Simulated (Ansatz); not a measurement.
Nb in Ansatz: convergence with smearing width

The system is Nb.

```
Nb
1.0
     2.71964    0.00000    0.00000
     0.00000    2.71964    0.00000
     0.00000    0.00000    2.71964
Nb
1
Direct
  0.50000 0.50000 0.50000
```

The cell was built by a generator and needn't be a form met in nature.

* Program: Ansatz 0.2.0
* Task: convergence study
* Functional: PBE
* Potentials or basis: Ansatz PAW
* Cutoff: 420 eV (not typed: the program's choice for these potentials)
* k mesh: 8 × 8 × 8
* Occupations: gaussian, width 0.3 eV
* Spin: spin-orbit coupling, no magnetisation

These are the settings of the first run; the series varies smearing width, with any setting tied to it.

Hardware: 2 threads of Arm Neoverse V1 (shared host).

Question: The values tried are 0.3 eV, 0.2 eV, 0.15 eV, 0.1 eV, 0.05 eV, 0.025 eV, 0.01 eV, 0.005 eV, loosest first. From which on does the energy stay within 1 meV/atom of the tightest run that finished?

Answer: From 0.05 eV on.

```
smearing width  energy less the tightest run, at zero smearing (meV/atom)  pressure (GPa)  SCF cycles  CPU time (s)  peak memory (GiB)
        0.3 eV                                                      -6.50           -1.33           7           2.8                0.3
        0.2 eV                                                      -4.44           -1.44           7           3.2                0.3
       0.15 eV                                                      -2.69           -1.47           7           3.3                0.3
        0.1 eV                                                      -1.09           -1.52           7           2.8                0.3
       0.05 eV                                                      -0.13           -1.59           6           2.5                0.3
      0.025 eV                                                      -0.01           -1.62           6           3.4                0.3
       0.01 eV                                                      -0.02           -1.59           6           3.3                0.3
      0.005 eV                                                       0.00           -1.59           6           2.9                0.3
```

Against the tightest run, the pressure stays within 0.1 GPa from 0.1 eV on. Narrower smearing needs a denser k mesh, so at a fixed mesh the narrowest width isn't the most accurate. The tightest run that finished is the yardstick and may itself not be fully converged.
